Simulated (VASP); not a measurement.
# ZnSe (Stilleite) (F-43m) in VASP: a series of runs

Runs on ZnSe (Stilleite). Level: LDA. Tasks: single point.

Everything below comes from runs of VASP 6.6.1. Logs are shortened: lines on timing, memory, paths and dates and some standing lists are left out, and cuts for length are marked.

**1. The structure**

It takes space group F-43m (No. 216, cubic). The conventional cell has a = 5.668 Å, b = 5.668 Å, c = 5.668 Å, α = 90.00°, β = 90.00°, γ = 90.00°. Around Se (site symmetry -43m) lie 4 Zn at 2.45 Å. Around Zn (site symmetry -43m) lie 4 Se at 2.45 Å.

**2. Single point, LDA, spin-orbit coupling, no magnetisation**

Contents of INCAR:

```
  PREC = Accurate
  ENCUT = 520
  EDIFF = 1E-7
  ISMEAR = 0
  SIGMA = 0.02
  LREAL = False
  LASPH = True
  NELM = 100
  ALGO = Normal
  ISIF = 2
  LWAVE = False
  LCHARG = False
  MAGMOM = 0 0 0 0 0 0
  LORBIT = 11
  LSORBIT = True
  GGA_COMPAT = False
  NBANDS = 34
```

Contents of KPOINTS:

```
regular mesh
0
Gamma
  4 4 4
```

Contents of POSCAR:

```
ZnSe
1.0
    0.0000000000      2.8338000000      2.8338000000
    2.8338000000      0.0000000000      2.8338000000
    2.8338000000      2.8338000000      0.0000000000
Se Zn
1 1
Direct
    0.7500000000      0.7500000000      0.7500000000
    0.0000000000      0.0000000000      0.0000000000
```

Potentials or basis: VASP PAW LDA potentials, release 64 (Se, Zn).

Launch:

```
$ cat potpaw_LDA.64/Se/POTCAR potpaw_LDA.64/Zn/POTCAR > POTCAR
$ mpirun -np 1 vasp_ncl > vasp.out
```

OUTCAR:

```text
PREC = Accurate
   ENCUT = 520
   EDIFF = 1E-7
   ISMEAR = 0
   LREAL = False
   LASPH = True
   NELM = 100
   ISIF = 2
   LORBIT = 11
   LSORBIT = True

 Found     10 irreducible k-points:

 Following reciprocal coordinates:
            Coordinates               Weight
  0.000000  0.000000  0.000000      1.000000
  0.250000  0.000000  0.000000      4.000000
 -0.250000  0.000000  0.000000      4.000000
  0.500000  0.000000  0.000000      4.000000
  0.250000  0.250000  0.000000      6.000000
  0.500000  0.250000  0.000000     12.000000
   k-points           NKPTS =     10   k-points in BZ     NKDIM =     10   number of bands    NBANDS=     34
   number of dos      NEDOS =    301   number of ions     NIONS =      2
   total plane-waves  NPLWV =  27000
   dimension x,y,z NGX =    30 NGY =   30 NGZ =   30
   dimension x,y,z NGXF=    60 NGYF=   60 NGZF=   60
   ions per type =               1   1
   NGX,Y,Z   is equivalent  to a cutoff of  12.44, 12.44, 12.44 a.u.
   NGXF,Y,Z  is equivalent  to a cutoff of  24.89, 24.89, 24.89 a.u.
 SYSTEM =  unknown system
   PREC   = accura    normal or accurate (medium, high low for compatibility)
   ISTART =      0    job   : 0-new  1-cont  2-samecut
   ICHARG =      2    charge: 1-file 2-atom 10-const
   ISPIN  =      1    spin polarized calculation?
   LNONCOLLINEAR =      T non collinear calculations
   LSORBIT =      T    spin-orbit coupling
   LASPH  =      T    aspherical Exc in radial PAW
   ENCUT  =  520.0 eV  38.22 Ry    6.18 a.u.   7.45  7.45  7.45*2*pi/ulx,y,z
   NELM   =    100;   NELMIN=  2; NELMDL= -5     # of ELM steps
   EDIFF  = 0.1E-06   stopping-criterion for ELM
   LREAL  =      F    real-space projection
[... 7 lines left out ...]
   TEBEG  =    0.0;   TEEND  =   0.0 temperature during run
   PSTRESS=    0.0 pullay stress
   NELECT =      18.0000    total number of electrons
   NUPDOWN=      -1.0000    fix difference up-down
   EMIN   =  10.00;   EMAX   =-10.00  energy-range for DOS
   EFERMI =   0.00;   METHOD = LEGACY
   ISMEAR =     0;   SIGMA  =   0.02  broadening in eV -4-tet -1-fermi 0-gaus
   EFERMI_NEDOS =   21; number of points for ismear=-14 and -15
   IALGO  =     38    algorithm
   IMIX   =      4    mixing-type and parameters
     AMIX     =   0.40;   BMIX     =  1.00
     AMIX_MAG =   1.60;   BMIX_MAG =  1.00
  volume/ion in A,a.u.               =      22.76       153.57
  Fermi-wavevector in a.u.,A,eV,Ry     =   1.201673  2.270834 19.647073  1.444019
  Thomas-Fermi vector in A             =   2.337476
   LORBIT       =     11    0 simple, 1 ext, 2 COOP (PROOUT), +10 PAW based schemes
   GGA     = CA    functional components
   LHFCALC =     F    Hartree Fock is set to
   AEXX    =    0.0000 exact exchange contribution
   IVDW    =     0    specifies the selected vdW correction
   LEPSILON=     F    determine dielectric tensor
   LRPA    =     F    only Hartree local field effects (RPA)
 Gauss-broadening in eV      SIGMA  =   0.02
  energy-cutoff  :      520.00
  volume of cell :       45.51
 maximum number of plane-waves:      2486
[... 241 lines left out ...]
  energy-cutoff  :      520.00
  volume of cell :       45.51
      direct lattice vectors                 reciprocal lattice vectors
     0.000000000  2.833800000  2.833800000    -0.176441527  0.176441527  0.176441527
     2.833800000  0.000000000  2.833800000     0.176441527 -0.176441527  0.176441527
     2.833800000  2.833800000  0.000000000     0.176441527  0.176441527 -0.176441527

 POSITION                                       TOTAL-FORCE (eV/Angst)
 -----------------------------------------------------------------------------------
      4.25070      4.25070      4.25070         0.000000      0.000000      0.000000
      0.00000      0.00000      0.00000        -0.000000     -0.000000     -0.000000
 -----------------------------------------------------------------------------------
    total drift:                                0.000001      0.000001      0.000001

  FREE ENERGIE OF THE ION-ELECTRON SYSTEM (eV)
  ---------------------------------------------------
  free  energy   TOTEN  =        -7.3001169910 eV

  energy  without entropy=       -7.3001169910  energy(sigma->0) =       -7.30011699

 Spin-Orbit-Coupling matrix elements

 Ion:    1  E_soc:     -0.0389078
 l=   1
     0.0000000    -0.0064765    -0.0064765
    -0.0064765     0.0000000    -0.0064765
    -0.0064765    -0.0064765     0.0000000
 l=   2
     0.0000000    -0.0000041     0.0000000    -0.0000041    -0.0000040
    -0.0000041     0.0000000    -0.0000030    -0.0000041    -0.0000010
     0.0000000    -0.0000030     0.0000000    -0.0000030     0.0000000
    -0.0000041    -0.0000041    -0.0000030     0.0000000    -0.0000010
    -0.0000040    -0.0000010     0.0000000    -0.0000010     0.0000000
 l=   3
     0.0000000     0.0000000     0.0000000     0.0000000     0.0000000     0.0000000     0.0000000
     0.0000000     0.0000000     0.0000000     0.0000000     0.0000000     0.0000000     0.0000000
     0.0000000     0.0000000     0.0000000     0.0000000     0.0000000     0.0000000     0.0000000
     0.0000000     0.0000000     0.0000000     0.0000000     0.0000000     0.0000000     0.0000000
     0.0000000     0.0000000     0.0000000     0.0000000     0.0000000     0.0000000     0.0000000
     0.0000000     0.0000000     0.0000000     0.0000000     0.0000000     0.0000000     0.0000000
     0.0000000     0.0000000     0.0000000     0.0000000     0.0000000     0.0000000     0.0000000

 Ion:    2  E_soc:     -0.0088774
 l=   1
     0.0000000    -0.0005000    -0.0005000
    -0.0005000     0.0000000    -0.0005000
    -0.0005000    -0.0005000     0.0000000
 l=   2
     0.0000000    -0.0001997     0.0000000    -0.0001997    -0.0007798
    -0.0001997     0.0000000    -0.0005849    -0.0001997    -0.0001950
     0.0000000    -0.0005849     0.0000000    -0.0005849     0.0000000
    -0.0001997    -0.0001997    -0.0005849     0.0000000    -0.0001950
    -0.0007798    -0.0001950     0.0000000    -0.0001950     0.0000000
 l=   3
     0.0000000     0.0000000     0.0000000     0.0000000     0.0000000     0.0000000     0.0000000
     0.0000000     0.0000000     0.0000000     0.0000000     0.0000000     0.0000000     0.0000000
     0.0000000     0.0000000     0.0000000     0.0000000     0.0000000     0.0000000     0.0000000
     0.0000000     0.0000000     0.0000000     0.0000000     0.0000000     0.0000000     0.0000000
     0.0000000     0.0000000     0.0000000     0.0000000     0.0000000     0.0000000     0.0000000
     0.0000000     0.0000000     0.0000000     0.0000000     0.0000000     0.0000000     0.0000000
     0.0000000     0.0000000     0.0000000     0.0000000     0.0000000     0.0000000     0.0000000

 total charge

# of ion       s       p       d       tot
------------------------------------------
    1        1.436   2.427   0.029   3.892
    2        0.538   0.456   9.786  10.781
--------------------------------------------------
tot          1.974   2.883   9.815  14.673

 magnetization (x)

# of ion       s       p       d       tot
------------------------------------------
    1       -0.000   0.000   0.000   0.000
    2        0.000   0.000   0.000   0.000
--------------------------------------------------
tot          0.000   0.000   0.000   0.000

 magnetization (y)

# of ion       s       p       d       tot
------------------------------------------
    1        0.000   0.000   0.000   0.000
    2        0.000  -0.000   0.000  -0.000
--------------------------------------------------
tot          0.000  -0.000   0.000  -0.000

 magnetization (z)

# of ion       s       p       d       tot
------------------------------------------
    1       -0.000   0.000  -0.000   0.000
    2        0.000   0.000  -0.000   0.000
--------------------------------------------------
tot         -0.000   0.000  -0.000   0.000
```

stdout:

```text
POSCAR found type information on POSCAR SeZn
 POSCAR found :  2 types and       2 ions
 scaLAPACK will be used
 LDA part: xc-table for (Slater(with rela. corr.)+CA(PZ))
 , standard interpolation
 POSCAR, INCAR and KPOINTS ok, starting setup
 FFT: planning ... GRIDC
 FFT: planning ... GRID_SOFT
 FFT: planning ... GRID
 WAVECAR not read
 entering main loop
```

It took 43 s on 1 thread of Intel Xeon Platinum 8488C (Sapphire Rapids), shared host; peak memory 0.23 GiB.

These settings aren't checked as converged: the numbers below hold their error.

What came out:

- Free energy: -7.3001 eV
- Pressure: -2.7 GPa
- Valence electrons inside the program's atomic spheres: Se 3.89; Zn 10.78

Caveat: the k mesh is coarse (spacing up to 0.48 Å⁻¹), so the values aren't converged.

**3. Single point, LDA, spin-orbit coupling, no magnetisation**

INCAR: that of step 2 with these lines changed.

```diff
@@ -1,3 +1,3 @@
   PREC = Accurate
-  ENCUT = 520
+  ENCUT = 400
   EDIFF = 1E-7
```

Contents of KPOINTS:

```
regular mesh
0
Gamma
  5 5 5
```

POSCAR is that of step 2.

Potentials or basis: VASP PAW LDA potentials, release 64 (Se, Zn).

Launch:

```
$ cat potpaw_LDA.64/Se/POTCAR potpaw_LDA.64/Zn/POTCAR > POTCAR
$ mpirun -np 1 vasp_ncl > vasp.out
```

Run time: 35 s. Hardware: 1 thread of Intel Xeon Platinum 8488C (Sapphire Rapids), shared host; peak memory 0.2 GiB.

These settings aren't checked as converged: the numbers below hold their error.

Results:

```
Free energy                                           : -7.3527 eV
Pressure                                              : -3.2 GPa
Valence electrons inside the program's atomic spheres : Se 3.89; Zn 10.78
```

Caveat: the k mesh is coarse (spacing up to 0.38 Å⁻¹), so the values aren't converged.

**4. Single point, LDA, spin-orbit coupling, no magnetisation**

INCAR: that of step 3 with these lines changed.

```diff
@@ -1,3 +1,3 @@
   PREC = Accurate
-  ENCUT = 400
+  ENCUT = 650
   EDIFF = 1E-7
```

Contents of KPOINTS:

```
regular mesh
0
Gamma
  4 4 4
```

POSCAR is that of step 3.

Potentials or basis: VASP PAW LDA potentials, release 64 (Se, Zn).

Launch:

```
$ cat potpaw_LDA.64/Se/POTCAR potpaw_LDA.64/Zn/POTCAR > POTCAR
$ mpirun -np 1 vasp_ncl > vasp.out
```

OUTCAR:

```text
PREC = Accurate
   ENCUT = 650
   EDIFF = 1E-7
   ISMEAR = 0
   LREAL = False
   LASPH = True
   NELM = 100
   ISIF = 2
   LORBIT = 11
   LSORBIT = True

 Found     10 irreducible k-points:

 Following reciprocal coordinates:
            Coordinates               Weight
  0.000000  0.000000  0.000000      1.000000
  0.250000  0.000000  0.000000      4.000000
 -0.250000  0.000000  0.000000      4.000000
  0.500000  0.000000  0.000000      4.000000
  0.250000  0.250000  0.000000      6.000000
  0.500000  0.250000  0.000000     12.000000
   k-points           NKPTS =     10   k-points in BZ     NKDIM =     10   number of bands    NBANDS=     34
   number of dos      NEDOS =    301   number of ions     NIONS =      2
   total plane-waves  NPLWV =  46656
   dimension x,y,z NGX =    36 NGY =   36 NGZ =   36
   dimension x,y,z NGXF=    72 NGYF=   72 NGZF=   72
   ions per type =               1   1
   NGX,Y,Z   is equivalent  to a cutoff of  14.93, 14.93, 14.93 a.u.
   NGXF,Y,Z  is equivalent  to a cutoff of  29.87, 29.87, 29.87 a.u.
 SYSTEM =  unknown system
   PREC   = accura    normal or accurate (medium, high low for compatibility)
   ISTART =      0    job   : 0-new  1-cont  2-samecut
   ICHARG =      2    charge: 1-file 2-atom 10-const
   ISPIN  =      1    spin polarized calculation?
   LNONCOLLINEAR =      T non collinear calculations
   LSORBIT =      T    spin-orbit coupling
   LASPH  =      T    aspherical Exc in radial PAW
   ENCUT  =  650.0 eV  47.77 Ry    6.91 a.u.   8.33  8.33  8.33*2*pi/ulx,y,z
   NELM   =    100;   NELMIN=  2; NELMDL= -5     # of ELM steps
   EDIFF  = 0.1E-06   stopping-criterion for ELM
   LREAL  =      F    real-space projection
[... 7 lines left out ...]
   TEBEG  =    0.0;   TEEND  =   0.0 temperature during run
   PSTRESS=    0.0 pullay stress
   NELECT =      18.0000    total number of electrons
   NUPDOWN=      -1.0000    fix difference up-down
   EMIN   =  10.00;   EMAX   =-10.00  energy-range for DOS
   EFERMI =   0.00;   METHOD = LEGACY
   ISMEAR =     0;   SIGMA  =   0.02  broadening in eV -4-tet -1-fermi 0-gaus
   EFERMI_NEDOS =   21; number of points for ismear=-14 and -15
   IALGO  =     38    algorithm
   IMIX   =      4    mixing-type and parameters
     AMIX     =   0.40;   BMIX     =  1.00
     AMIX_MAG =   1.60;   BMIX_MAG =  1.00
  volume/ion in A,a.u.               =      22.76       153.57
  Fermi-wavevector in a.u.,A,eV,Ry     =   1.201673  2.270834 19.647073  1.444019
  Thomas-Fermi vector in A             =   2.337476
[... 265 lines left out ...]
  ---------------------------------------------------
  free  energy   TOTEN  =        -7.3000462174 eV

  energy  without entropy=       -7.3000462174  energy(sigma->0) =       -7.30004622

 Spin-Orbit-Coupling matrix elements

 Ion:    1  E_soc:     -0.0389264
 l=   1
     0.0000000    -0.0064796    -0.0064796
    -0.0064796     0.0000000    -0.0064796
    -0.0064796    -0.0064796     0.0000000
 l=   2
     0.0000000    -0.0000041     0.0000000    -0.0000041    -0.0000040
    -0.0000041     0.0000000    -0.0000030    -0.0000041    -0.0000010
     0.0000000    -0.0000030     0.0000000    -0.0000030     0.0000000
    -0.0000041    -0.0000041    -0.0000030     0.0000000    -0.0000010
    -0.0000040    -0.0000010     0.0000000    -0.0000010     0.0000000
 l=   3
     0.0000000     0.0000000     0.0000000     0.0000000     0.0000000     0.0000000     0.0000000
     0.0000000     0.0000000     0.0000000     0.0000000     0.0000000     0.0000000     0.0000000
     0.0000000     0.0000000     0.0000000     0.0000000     0.0000000     0.0000000     0.0000000
     0.0000000     0.0000000     0.0000000     0.0000000     0.0000000     0.0000000     0.0000000
     0.0000000     0.0000000     0.0000000     0.0000000     0.0000000     0.0000000     0.0000000
     0.0000000     0.0000000     0.0000000     0.0000000     0.0000000     0.0000000     0.0000000
     0.0000000     0.0000000     0.0000000     0.0000000     0.0000000     0.0000000     0.0000000

 Ion:    2  E_soc:     -0.0088834
 l=   1
     0.0000000    -0.0005001    -0.0005001
    -0.0005001     0.0000000    -0.0005001
    -0.0005001    -0.0005001     0.0000000
 l=   2
     0.0000000    -0.0001999     0.0000000    -0.0001999    -0.0007806
    -0.0001999     0.0000000    -0.0005855    -0.0001999    -0.0001952
     0.0000000    -0.0005855     0.0000000    -0.0005855     0.0000000
    -0.0001999    -0.0001999    -0.0005855     0.0000000    -0.0001952
    -0.0007806    -0.0001952     0.0000000    -0.0001952     0.0000000
 l=   3
     0.0000000     0.0000000     0.0000000     0.0000000     0.0000000     0.0000000     0.0000000
     0.0000000     0.0000000     0.0000000     0.0000000     0.0000000     0.0000000     0.0000000
     0.0000000     0.0000000     0.0000000     0.0000000     0.0000000     0.0000000     0.0000000
     0.0000000     0.0000000     0.0000000     0.0000000     0.0000000     0.0000000     0.0000000
     0.0000000     0.0000000     0.0000000     0.0000000     0.0000000     0.0000000     0.0000000
     0.0000000     0.0000000     0.0000000     0.0000000     0.0000000     0.0000000     0.0000000
     0.0000000     0.0000000     0.0000000     0.0000000     0.0000000     0.0000000     0.0000000

 total charge

# of ion       s       p       d       tot
------------------------------------------
    1        1.436   2.427   0.029   3.892
    2        0.538   0.456   9.787  10.781
--------------------------------------------------
tot          1.974   2.883   9.816  14.673

 magnetization (x)

# of ion       s       p       d       tot
------------------------------------------
    1        0.000  -0.000   0.000  -0.000
    2       -0.000   0.000   0.000   0.000
--------------------------------------------------
tot         -0.000   0.000   0.000  -0.000

 magnetization (y)

# of ion       s       p       d       tot
------------------------------------------
    1        0.000  -0.000   0.000  -0.000
    2       -0.000   0.000   0.000  -0.000
--------------------------------------------------
tot         -0.000  -0.000   0.000  -0.000

 magnetization (z)

# of ion       s       p       d       tot
------------------------------------------
    1        0.000   0.000  -0.000   0.000
    2       -0.000   0.000   0.000  -0.000
--------------------------------------------------
tot         -0.000   0.000  -0.000  -0.000
```

OSZICAR:

```text
N       E                     dE             d eps       ncg     rms          rms(c)
DAV:   1     0.136809151505E+03    0.13681E+03   -0.90301E+03   680   0.143E+03
DAV:   2     0.877764563605E+01   -0.12803E+03   -0.11913E+03   688   0.330E+02
DAV:   3    -0.716530234150E+01   -0.15943E+02   -0.15560E+02   792   0.106E+02
DAV:   4    -0.762471707480E+01   -0.45941E+00   -0.45807E+00   762   0.178E+01
DAV:   5    -0.762727155021E+01   -0.25545E-02   -0.25542E-02   790   0.129E+00    0.481E+00
DAV:   6    -0.732745190034E+01    0.29982E+00   -0.42726E-01   922   0.236E+01    0.364E+00
DAV:   7    -0.730454983620E+01    0.22902E-01   -0.22318E-01   792   0.380E+00    0.152E+00
DAV:   8    -0.730075320079E+01    0.37966E-02   -0.37404E-03   782   0.497E-01    0.545E-01
DAV:   9    -0.730004285528E+01    0.71035E-03   -0.51920E-04   924   0.304E-01    0.235E-01
DAV:  10    -0.730003858826E+01    0.42670E-05   -0.11941E-04   782   0.776E-02    0.527E-02
DAV:  11    -0.730004923328E+01   -0.10645E-04   -0.15871E-05   914   0.698E-02    0.221E-02
DAV:  12    -0.730004614661E+01    0.30867E-05   -0.46018E-06   948   0.490E-02    0.229E-03
DAV:  13    -0.730004621504E+01   -0.68434E-07   -0.11869E-06   870   0.105E-02    0.165E-03
DAV:  14    -0.730004621745E+01   -0.24024E-08   -0.15325E-07   692   0.471E-03
   1 F= -.73000462E+01 E0= -.73000462E+01  d E =-.928156E-28  mag=    -0.0000     0.0000     0.0000
```

Wall time 44 s (1 thread of Intel Xeon Platinum 8488C (Sapphire Rapids), shared host); peak memory 0.29 GiB.

These settings aren't checked as converged: the numbers below hold their error.

Results:

```yaml
Free_energy: -7.3000 eV
Pressure: -2.8 GPa
Valence_electrons_inside_the_program's_atomic_spheres: Se 3.89; Zn 10.78
```

Caveat: the k mesh is coarse (spacing up to 0.48 Å⁻¹), so the values aren't converged.
